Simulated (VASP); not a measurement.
# Se (Cmcm) in VASP: notebook

The runs below take Se through single point, with PBE.

Everything below comes from runs of VASP 6.6.1. Logs are shortened: lines on timing, memory, paths and dates and some standing lists are left out, and cuts for length are marked.

### Step 1. The structure

Symmetry: Cmcm, No. 63, orthorhombic system. The conventional cell has a = 2.789 Å, b = 8.078 Å, c = 4.613 Å, α = 90.00°, β = 90.00°, γ = 90.00°. Se (site symmetry m2m) has 4 Se at 2.53 to 2.79 Å as nearest neighbours.

This isn't the form of Se at room conditions, which is trigonal, of chains.

### Step 2. Single point, PBE

Input file INCAR:

```
PREC     = Accurate       # precision mode
ENCUT    = 500            # plane-wave cutoff, eV
EDIFF    = 1E-7           # SCF threshold, eV
ISMEAR   = 0              # smearing method
SIGMA    = 0.02           # smearing width, eV
LREAL    = F              # projectors in reciprocal space
LASPH    = T              # aspherical terms in the spheres
NELM     = 60             # most SCF steps
ALGO     = Normal         # electronic algorithm
ISIF     = 2              # what is computed and relaxed
LWAVE    = F              # write WAVECAR
LCHARG   = F              # write CHGCAR
GGA      = PE             # functional
NBANDS   = 13             # bands
```

Input file KPOINTS:

```
Automatic mesh
0
Gamma
  4 4 3
```

Input file POSCAR:

```
Se
1.0
    1.3942694300     -4.0390027650      0.0000000000
    1.3942694300      4.0390027650      0.0000000000
    0.0000000000      0.0000000000      4.6134314000
Se
2
Direct
    0.0643446800      0.9356553200      0.2500000000
    0.9356553200      0.0643446800      0.7500000000
```

Potentials or basis: VASP PAW PBE potentials, release 64 (Se_GW).

The run is started by

```sh
cat potpaw_PBE.64/Se_GW/POTCAR > POTCAR
mpirun -np 1 vasp_std > vasp.out
```

OUTCAR:

```text
PREC = Accurate
   ENCUT = 500
   EDIFF = 1E-7
   ISMEAR = 0
   LREAL = F
   LASPH = T
   NELM = 60
   ISIF = 2
   GGA = PE

 ion  position               nearest neighbor table
   1  0.064  0.936  0.250-   2 2.53   2 2.53
   2  0.936  0.064  0.750-   1 2.53   1 2.53

  LATTYP: Found a base centered orthorhombic cell.
 ALAT       =     2.7885388600
 B/A-ratio  =     2.8968595869
 C/A-ratio  =     1.6544260746

  Lattice vectors:

 A1 = (   1.3942694300,  -4.0390027650,   0.0000000000)
 A2 = (   1.3942694300,   4.0390027650,   0.0000000000)
 A3 = (   0.0000000000,   0.0000000000,   4.6134314000)

Analysis of symmetry for initial positions (statically):
=====================================================================
 Subroutine PRICEL returns:
 Original cell was already a primitive cell.

 Routine SETGRP: Setting up the symmetry group for a
 base centered orthorhombic supercell.

 Subroutine GETGRP returns: Found  8 space group operations
 (whereof  4 operations were pure point group operations)
 out of a pool of  8 trial point group operations.

The static configuration has the point symmetry C_2h.
 The point group associated with its full space group is D_2h.

Analysis of symmetry for dynamics (positions and initial velocities):
=====================================================================
 Subroutine PRICEL returns:
 Original cell was already a primitive cell.

 Routine SETGRP: Setting up the symmetry group for a
 base centered orthorhombic supercell.

 Subroutine GETGRP returns: Found  8 space group operations
 (whereof  4 operations were pure point group operations)
 out of a pool of  8 trial point group operations.

The dynamic configuration has the point symmetry C_2h.
 The point group associated with its full space group is D_2h.

 Subroutine INISYM returns: Found  8 space group operations
 (whereof  4 operations are pure point group operations),
 and found     1 'primitive' translations

----------------------------------------------------------------------------------------

                                     Primitive cell

  volume of cell :      51.9607

  direct lattice vectors                    reciprocal lattice vectors
     1.394269430 -4.039002765  0.000000000     0.358610746 -0.123792933  0.000000000
     1.394269430  4.039002765  0.000000000     0.358610746  0.123792933  0.000000000
     0.000000000  0.000000000  4.613431400     0.000000000  0.000000000  0.216758398

  length of vectors
     4.272883169  4.272883169  4.613431400     0.379376274  0.379376274  0.216758398

  position of ions in fractional coordinates (direct lattice)
     0.064344680  0.935655320  0.250000000
     0.935655320  0.064344680  0.750000000

  ion indices of the primitive-cell ions
   primitive index   ion index
                 1           1
                 2           2

----------------------------------------------------------------------------------------

 KPOINTS: Automatic mesh

Automatic generation of k-mesh.
 Grid dimensions read from file:
 generate k-points for:    4    4    3

 Generating k-lattice:

  Cartesian coordinates                     Fractional coordinates (reciprocal lattice)
     0.089652686 -0.030948233  0.000000000     0.250000000  0.000000000  0.000000000
     0.089652686  0.030948233  0.000000000     0.000000000  0.250000000  0.000000000
     0.000000000  0.000000000  0.072252799     0.000000000  0.000000000  0.333333333

  Length of vectors
     0.094844068  0.094844068  0.072252799

  Shift w.r.t. Gamma in fractional coordinates (k-lattice)
     0.000000000  0.000000000  0.000000000

 Subroutine IBZKPT returns following result:
 ===========================================

 Found     14 irreducible k-points:

 Following reciprocal coordinates:
            Coordinates               Weight
  0.000000  0.000000  0.000000      1.000000
  0.250000 -0.000000  0.000000      4.000000
  0.500000 -0.000000  0.000000      2.000000
  0.250000  0.250000  0.000000      2.000000
  0.500000  0.250000  0.000000      4.000000
 -0.250000  0.250000  0.000000      2.000000
  0.500000  0.500000  0.000000      1.000000
  0.000000  0.000000  0.333333      2.000000
  0.250000 -0.000000  0.333333      8.000000
  0.500000 -0.000000  0.333333      4.000000
  0.250000  0.250000  0.333333      4.000000
  0.500000  0.250000  0.333333      8.000000
 -0.250000  0.250000  0.333333      4.000000
  0.500000  0.500000  0.333333      2.000000
   k-points           NKPTS =     14   k-points in BZ     NKDIM =     14   number of bands    NBANDS=     13
   number of dos      NEDOS =    301   number of ions     NIONS =      2
   total plane-waves  NPLWV =  36864
   dimension x,y,z NGX =    32 NGY =   32 NGZ =   36
   dimension x,y,z NGXF=    64 NGYF=   64 NGZF=   72
   ions per type =               2
   NGX,Y,Z   is equivalent  to a cutoff of  12.45, 12.45, 12.97 a.u.
   NGXF,Y,Z  is equivalent  to a cutoff of  24.90, 24.90, 25.95 a.u.
 SYSTEM =  unknown system
   PREC   = accura    normal or accurate (medium, high low for compatibility)
   ISTART =      0    job   : 0-new  1-cont  2-samecut
   ICHARG =      2    charge: 1-file 2-atom 10-const
   ISPIN  =      1    spin polarized calculation?
   LNONCOLLINEAR =      F non collinear calculations
   LSORBIT =      F    spin-orbit coupling
   LASPH  =      T    aspherical Exc in radial PAW
   ENCUT  =  500.0 eV  36.75 Ry    6.06 a.u.   7.79  7.79  8.41*2*pi/ulx,y,z
   NELM   =     60;   NELMIN=  2; NELMDL= -5     # of ELM steps
   EDIFF  = 0.1E-06   stopping-criterion for ELM
   LREAL  =      F    real-space projection
[... 7 lines left out ...]
   TEBEG  =    0.0;   TEEND  =   0.0 temperature during run
   PSTRESS=    0.0 pullay stress
   NELECT =      12.0000    total number of electrons
   NUPDOWN=      -1.0000    fix difference up-down
   EMIN   =  10.00;   EMAX   =-10.00  energy-range for DOS
   EFERMI =   0.00;   METHOD = LEGACY
   ISMEAR =     0;   SIGMA  =   0.02  broadening in eV -4-tet -1-fermi 0-gaus
   EFERMI_NEDOS =   21; number of points for ismear=-14 and -15
   IALGO  =     38    algorithm
   IMIX   =      4    mixing-type and parameters
     AMIX     =   0.40;   BMIX     =  1.00
     AMIX_MAG =   1.60;   BMIX_MAG =  1.00
  volume/ion in A,a.u.               =      25.98       175.32
  Fermi-wavevector in a.u.,A,eV,Ry     =   1.004408  1.898056 13.726046  1.008836
  Thomas-Fermi vector in A             =   2.137022
   LORBIT       =      0    0 simple, 1 ext, 2 COOP (PROOUT), +10 PAW based schemes
   GGA     = PE    functional components
   LHFCALC =     F    Hartree Fock is set to
   AEXX    =    0.0000 exact exchange contribution
   IVDW    =     0    specifies the selected vdW correction
   LEPSILON=     F    determine dielectric tensor
   LRPA    =     F    only Hartree local field effects (RPA)
 non-spin polarized calculation
 Gauss-broadening in eV      SIGMA  =   0.02
  energy-cutoff  :      500.00
  volume of cell :       51.96
 maximum number of plane-waves:      1330
   NGX = 15   NGY = 15   NGZ = 17

 number of electron      12.0000000 magnetization

 Free energy of the ion-electron system (eV)
  ---------------------------------------------------
  ext. energy  EPLUGINS =         0.00000000
  ---------------------------------------------------
  free energy    TOTEN  =        -6.56811914 eV

  energy without entropy =       -6.56728774  energy(sigma->0) =       -6.56770344

 E-fermi :   2.9378     XC(G=0):  -9.0958

 val. band max:        2.9261152573   @ k =   0.2500   0.2500   0.0000
 cond. band min:       2.9608381386   @ k =   0.2500  -0.0000   0.3333
 fundamental gap:      0.0347228813
 Fermi energy:         2.9377544821

 k-point     1 :       0.0000    0.0000    0.0000
  band No.  band energies     occupation
      1     -12.6700      2.00000
      2      -8.6865      2.00000
      3      -3.2845      2.00000
      4       0.8858      2.00000
      5       1.0532      2.00000
      6       5.3285      0.00000
      7       5.6605      0.00000
      8       7.7056      0.00000
      9       8.6944      0.00000
     10      10.0793      0.00000
     11      12.1494      0.00000
     12      12.2749      0.00000
     13      16.1203      0.00000

 k-point     2 :       0.2500   -0.0000    0.0000
  band No.  band energies     occupation
      1     -11.7590      2.00000
      2      -7.8242      2.00000
      3      -2.4852      2.00000
      4       0.1264      2.00000
      5       1.1543      2.00000
      6       2.1552      2.00000
      7       3.1906      0.00000
      8       6.0461      0.00000
      9       9.8694      0.00000
     10      11.2619      0.00000
     11      11.2766      0.00000
     12      13.1112      0.00000
     13      13.9617      0.00000

 k-point     3 :       0.5000   -0.0000    0.0000
  band No.  band energies     occupation
      1     -10.3852      2.00000
      2      -6.4963      2.00000
      3      -3.3075      2.00000
      4      -1.4080      2.00000
      5      -0.2716      2.00000
      6       2.0210      2.00000
      7       2.8559      2.00000
      8       6.5197      0.00000
      9       8.2567      0.00000
     10       9.0286      0.00000
     11      11.4899      0.00000
     12      13.8724      0.00000
     13      14.2517      0.00000

 k-point     4 :       0.2500    0.2500    0.0000
  band No.  band energies     occupation
      1     -10.3857      2.00000
      2      -6.4927      2.00000
      3      -3.3062      2.00000
      4      -1.4083      2.00000
      5      -0.3087      2.00000
      6       2.0037      2.00000
      7       2.9261      1.58950
      8       6.6030      0.00000
      9       8.0771      0.00000
     10       9.4618      0.00000
     11      10.8347      0.00000
     12      13.8708      0.00000
     13      14.5792      0.00000

 k-point     5 :       0.5000    0.2500    0.0000
  band No.  band energies     occupation
      1     -11.5927      2.00000
      2      -7.9586      2.00000
      3      -2.3014      2.00000
      4      -0.0907      2.00000
      5       0.2137      2.00000
      6       2.0011      2.00000
      7       3.2598      0.00000
      8       5.0446      0.00000
      9      11.2758      0.00000
     10      11.7793      0.00000
     11      13.5768      0.00000
     12      14.9664      0.00000
     13      14.9999      0.00000
[... 97 lines left out ...]
 k-point    12 :       0.5000    0.2500    0.3333
  band No.  band energies     occupation
      1     -10.9544      2.00000
      2      -9.2620      2.00000
      3      -1.7600      2.00000
      4       0.0712      2.00000
      5       0.7046      2.00000
      6       2.1331      2.00000
      7       2.7669      2.00000
      8       6.1298      0.00000
      9      11.2246      0.00000
     10      11.3368      0.00000
     11      13.1628      0.00000
     12      14.0289      0.00000
     13      15.2083      0.00000

 k-point    13 :      -0.2500    0.2500    0.3333
  band No.  band energies     occupation
      1     -11.8965      2.00000
      2     -10.1643      2.00000
      3      -2.2262      2.00000
      4      -0.2981      2.00000
      5       1.9004      2.00000
      6       5.1930      0.00000
      7       5.7412      0.00000
      8       6.9758      0.00000
      9       9.6377      0.00000
     10      10.7198      0.00000
     11      12.6494      0.00000
     12      13.1634      0.00000
     13      14.7301      0.00000

 k-point    14 :       0.5000    0.5000    0.3333
  band No.  band energies     occupation
      1     -11.7720      2.00000
      2     -10.1211      2.00000
      3      -2.7550      2.00000
      4      -0.9494      2.00000
      5       1.8986      2.00000
      6       5.5053      0.00000
      7       5.6644      0.00000
      8       6.9587      0.00000
      9      10.8817      0.00000
     10      12.7712      0.00000
     11      12.7721      0.00000
     12      14.4318      0.00000
     13      15.1595      0.00000

------------------------ aborting loop because EDIFF is reached ----------------------------------------

  FORCE on cell =-STRESS in cart. coord.  units (eV):
  Direction    XX          YY          ZZ          XY          YZ          ZX
  --------------------------------------------------------------------------------------
  -------------------------------------------------------------------------------------
  Total        1.3686299      0.1537680      0.5433944      0.0000000      0.0000000      0.0000000
  in kB       42.2008979      4.7413465     16.7552458      0.0000000      0.0000000      0.0000000
  external PRESSURE =      21.2324968 kB  Pullay stress =       0.0000000 kB

 VOLUME and BASIS-vectors are now :
 -----------------------------------------------------------------------------
  energy-cutoff  :      500.00
  volume of cell :       51.96
      direct lattice vectors                 reciprocal lattice vectors
     1.394269430 -4.039002765  0.000000000     0.358610746 -0.123792933  0.000000000
     1.394269430  4.039002765  0.000000000     0.358610746  0.123792933  0.000000000
     0.000000000  0.000000000  4.613431400     0.000000000  0.000000000  0.216758398

 POSITION                                       TOTAL-FORCE (eV/Angst)
 -----------------------------------------------------------------------------------
      1.39427      3.51923      1.15336         0.000000      0.113968      0.000000
      1.39427     -3.51923      3.46007         0.000000     -0.113968     -0.000000
 -----------------------------------------------------------------------------------
    total drift:                                0.000000     -0.000000      0.000000

  FREE ENERGIE OF THE ION-ELECTRON SYSTEM (eV)
  ---------------------------------------------------
  free  energy   TOTEN  =        -6.5681191445 eV

  energy  without entropy=       -6.5672877354  energy(sigma->0) =       -6.56770344
```

Wall time 9.3 s (1 thread of Intel Xeon Platinum 8488C (Sapphire Rapids), shared host); peak memory 0.17 GiB.

Results:

```
Free energy            : -6.5681 eV
Pressure               : 2.1 GPa
Largest force          : 0.114 eV/Å
Band gap on the k mesh : none (metal or under the smearing width)
```

Forces on the atoms (eV/Å):
```
Se   0.000  0.114  0.000
Se   0.000 -0.114  0.000
```

Stress tensor (GPa, compression positive):
```
4.22 0.00 0.00
0.00 0.47 0.00
0.00 0.00 1.68
```

Levels at points of the mesh, in eV from the Fermi level:
| k point | band 4 | band 5 | band 6 | band 7 | band 8 | band 9 |
| --- | --- | --- | --- | --- | --- | --- |
| (0.00, 0.00, 0.00) | -2.05 | -1.88 | 2.39 | 2.72 | 4.77 | 5.76 |
| (0.50, 0.00, 0.00) | -4.35 | -3.21 | -0.92 | -0.08 | 3.58 | 5.32 |
| (0.50, 0.50, 0.00) | -3.98 | -1.83 | 1.03 | 2.20 | 4.87 | 8.79 |

Caveat: the k mesh is coarse (spacing up to 0.60 Å⁻¹), so the values aren't converged.

### Step 3. Single point, PBE

Input file INCAR:

```
  PREC = Accurate
  ENCUT = 400
  EDIFF = 1E-6
  ISMEAR = 0
  SIGMA = 0.02
  LREAL = F
  LASPH = T
  NELM = 100
  ALGO = Fast
  ISIF = 2
  LWAVE = F
  LCHARG = T
  GGA = PE
  LELF = T
  LVHAR = T
```

Input file KPOINTS:

```
Automatic mesh
0
Gamma
  5 5 3
```

POSCAR is that of step 2.

Potentials or basis: VASP PAW PBE potentials, release 64 (Se_GW).

The run is started by

```sh
cat potpaw_PBE.64/Se_GW/POTCAR > POTCAR
mpirun -np 1 vasp_std > vasp.out
```

Run time: 5.3 s. Hardware: 1 thread of Intel Xeon 6975P-C (Granite Rapids), shared host; peak memory 0.15 GiB.

It converged, with:

```
Free energy            : -6.5242 eV
Pressure               : 1.5 GPa
Largest force          : 0.147 eV/Å
Band gap on the k mesh : none (metal or under the smearing width)
```

Forces on the atoms (eV/Å):
```
Se   0.000  0.147  0.000
Se   0.000 -0.147  0.000
```

Stress tensor (GPa, compression positive):
```
1.40 0.00 0.00
0.00 0.84 0.00
0.00 0.00 2.32
```

Levels at points of the mesh, in eV from the Fermi level:
```tsv
k point	band 2	band 3	band 4	band 5	band 6	band 7	band 8	band 9	band 10
(0.00, 0.00, 0.00)	-12.08	-6.66	-2.47	-2.30	1.92	2.28	4.29	5.35	6.74
```

Caveat: the k mesh is coarse (spacing up to 0.48 Å⁻¹), so the values aren't converged.

### Step 4. For comparison

An earlier run on the cell as given: functional PBE; potentials or basis VASP PAW PBE potentials, release 64 (Se); cutoff 520 eV; k mesh 10 × 10 × 6; occupations fermi-dirac, width 0.05 eV; no spin polarisation.

* Pressure: 1.6 GPa
* Largest force: 0.031 eV/Å
* Band gap on the k mesh: none (metal or under the smearing width)

### Step 5. Overview

| potentials or basis | k mesh | cutoff (eV) | smearing | mesh quality | gap on the mesh (eV) | pressure (GPa) | largest force (eV/Å) |
| --- | --- | --- | --- | --- | --- | --- | --- |
| VASP PAW PBE potentials, release 64 (Se_GW) | 4 × 4 × 3 | 500 | gaussian 0.02 eV | coarse | none | 2.1 | 0.11 |
| VASP PAW PBE potentials, release 64 (Se_GW) | 5 × 5 × 3 | 400 | gaussian 0.02 eV | coarse | none | 1.5 | 0.15 |
| VASP PAW PBE potentials, release 64 (Se) | 10 × 10 × 6 | 520 | fermi-dirac 0.05 eV | not flagged | none | 1.6 | 0.03 |

Alike in all rows: task single point; level PBE; no spin polarisation; cell as given.

Caveats: some runs use coarse meshes.

Absolute energies hang on the potentials; compare differences alone.
